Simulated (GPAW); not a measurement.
Crystal: HgTe (Coloradoite).

```
Hg Te
1.0
     0.00000    3.21450    3.21450
     3.21450    0.00000    3.21450
     3.21450    3.21450    0.00000
Hg Te
1 1
Direct
  0.00000 0.00000 0.00000
  0.75000 0.75000 0.75000
```

```yaml
Program: GPAW 26.7.0
Task: single point
Functional: PBE
Potentials_or_basis: GPAW PAW data sets (gpaw-data 1.2.1)
Cutoff: 600 eV
Basis: pw
k_mesh: 7 × 7 × 7
Occupations: fermi-dirac, width 0.05 eV
Spin: no spin polarisation
```

On this cell: pressure 4.5 GPa; largest force zero by symmetry; band gap on the k mesh none (metal or under the smearing width).

The same run follows on a disturbed copy (atoms moved at random, drawn with an rms of 0.05 Å):

```
Hg Te
1.0
     0.00000    3.21450    3.21450
     3.21450    0.00000    3.21450
     3.21450    3.21450    0.00000
Hg Te
1 1
Direct
  0.99737 0.00315 0.99558
  0.74873 0.75226 0.74921
```

Q: What changes?

A: The energy (extrapolated to zero smearing) moves by +0.4 meV/atom; pressure 4.5 GPa; largest force 0.081 eV/Å; band gap on the k mesh none (metal or under the smearing width).

Forces in eV/Å, atoms in the order of the input:
```
Hg   0.039  0.070  0.009
Te  -0.039 -0.070 -0.009
```

Stress tensor (GPa, compression positive):
```
4.52 0.03 0.28
0.03 4.52 0.15
0.28 0.15 4.52
```
